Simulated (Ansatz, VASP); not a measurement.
## Two plane-wave programs on Cr

INCAR

```
PREC = Accurate ; ENCUT = 520
EDIFF = 1E-7 ; ISMEAR = -1
SIGMA = 0.05 ; LREAL = F
LASPH = T ; NELM = 100
ALGO = Normal ; ISIF = 2
LWAVE = F ; LCHARG = F
ISPIN = 2 ; MAGMOM = 3 3 3 3 3 3
LORBIT = 11 ; LMAXMIX = 4
LDIPOL = T ; IDIPOL = 3
DIPOL = 0.5 0.5 0.500 ; GGA = PE
NBANDS = 49
```

File KPOINTS:

```
regular mesh
0
Gamma
  10 10 1
```

The input POSCAR:

```
Cr
1.0
    2.6021529548      0.0000000000      0.0000000000
    0.0000000000      2.6021529548      0.0000000000
    0.0000000000      0.0000000000     24.2000000000
Cr
6
Direct
    0.5000000000      0.5000000000      0.3099173554
    0.0000000000      0.0000000000      0.3859504132
    0.5000000000      0.5000000000      0.4619834711
    0.0000000000      0.0000000000      0.5380165289
    0.5000000000      0.5000000000      0.6140495868
    0.0000000000      0.0000000000      0.6900826446
```

File input.yaml:

```yaml
crystal:
  lattice:
    - [2.6021529548, 0.0, 0.0]
    - [0.0, 2.6021529548, 0.0]
    - [0.0, 0.0, 24.2]
  atoms:
    - { symbol: Cr, position: [0.5, 0.5, 0.3099173554], spin: 3.0 }
    - { symbol: Cr, position: [0.0, 0.0, 0.3859504132], spin: 3.0 }
    - { symbol: Cr, position: [0.5, 0.5, 0.4619834711], spin: 3.0 }
    - { symbol: Cr, position: [0.0, 0.0, 0.5380165289], spin: 3.0 }
    - { symbol: Cr, position: [0.5, 0.5, 0.6140495868], spin: 3.0 }
    - { symbol: Cr, position: [0.0, 0.0, 0.6900826446], spin: 3.0 }
hamiltonian:
  xc: pbe
  pseudopotentials: { kind: paw }
magnetization:
  spin_polarized: true
kpoints:
  mp_grid: { grid: [10, 10, 1] }
scf:
  occupations: { method: fermi_dirac, width: 0.05 }
output:
  forces: true
  eigenvalues: true
  write_density: true
  write_potential: true
  elf: true
  volumetric_format: npy
efield:
  axis: 3
  dipole_correction: true
  ramp_width: 0.04
```

Alike in both runs: task single point; functional PBE; k mesh 10 × 10 × 1; occupations fermi-dirac, width 0.05 eV; collinear spin, ferromagnetic start.

|  | VASP | Ansatz |
| --- | --- | --- |
| version | VASP 6.6.1 | Ansatz 0.2.0 |
| potentials or method | VASP PAW PBE potentials, release 64 (Cr_pv) | Ansatz PAW |
| plane-wave cutoff (eV) | 520 | 420 |
| valence electrons in the cell | 72 | 84 |

Ansatz gave:

```
gap on the k mesh at the Fermi level (eV)                     : none
rms of the force components (eV/Å)                            : 0.162
net moment per atom (μB)                                      : 0.02
size of the moment on the site where the two differ most (μB) : 0.01
work function, face that differs most (eV)                    : 4.51
```

Problem. Estimate VASP's values.

Solution. gap on the k mesh at the Fermi level (eV): none; rms of the force components (eV/Å): 0.333; net moment per atom (μB): 0.71; size of the moment on the site where the two differ most (μB): 2.30; work function, face that differs most (eV): 4.11.

The net moments differ so much that the two runs ended in different magnetic states, which moves the other rows too. Site moments also hang on the region over which each program counts them. Atom by atom the forces differ by 0.214 eV/Å (rms over components). A gap of «none» marks a metal or a gap that the smearing closes. The two sets of potentials don't hold the same shells in valence.

Caveats: the starting moments weren't kept (Ansatz).
